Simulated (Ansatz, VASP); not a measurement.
C in VASP and in Ansatz

INCAR

```
  PREC = Accurate
  ENCUT = 520
  EDIFF = 1E-6
  ISMEAR = 0
  SIGMA = 0.1
  LREAL = False
  LASPH = True
  NELM = 100
  ALGO = Normal
  ISIF = 2
  LWAVE = False
  LCHARG = True
  GGA = PE
  IVDW = 12
  LELF = True
  LVHAR = True
  NBANDS = 11
```

Contents of KPOINTS:

```
Automatic mesh
0
Gamma
  8 8 8
```

Contents of POSCAR:

```
C
1.0
    0.0000000000      1.7833700000      1.7833700000
    1.7833700000      0.0000000000      1.7833700000
    1.7833700000      1.7833700000      0.0000000000
C
2
Direct
    0.0000000000      0.0000000000      0.0000000000
    0.2500000000      0.2500000000      0.2500000000
```

Input for Ansatz:

```yaml
crystal:
  lattice:
    - [0.0, 1.78337, 1.78337]
    - [1.78337, 0.0, 1.78337]
    - [1.78337, 1.78337, 0.0]
  atoms:
    - { symbol: C, position: [0.0, 0.0, 0.0] }
    - { symbol: C, position: [0.25, 0.25, 0.25] }
basis:
  ecutwfc: 420
kpoints:
  mp_grid: { grid: [8, 8, 8] }
hamiltonian:
  xc: pbe
  dispersion: d3bj
scf:
  occupations: { method: gaussian, width: 0.1 }
output:
  forces: true
  stress: true
  eigenvalues: true
```

This isn't the form of C at room conditions, which is graphite.

Alike in both runs: task single point; functional PBE; dispersion D3(BJ); k mesh 8 × 8 × 8; occupations gaussian, width 0.1 eV; no spin polarisation.

```csv
,VASP,Ansatz
version,VASP 6.6.1,Ansatz 0.2.0
potentials or method,"VASP PAW PBE potentials, release 64 (C)","scalar-relativistic, plane waves, PAW"
plane-wave cutoff (eV),520,420
valence electrons in the cell,8,8
```

|  | VASP | Ansatz | Ansatz less VASP |
| --- | --- | --- | --- |
| gap on the k mesh at the Fermi level (eV) | 4.13 | 4.14 | +0.008 |
| least direct gap on the mesh (eV) | 5.59 | 5.59 | +0.004 |
| pressure (GPa) | -2.9 | -3.6 | -0.67 |
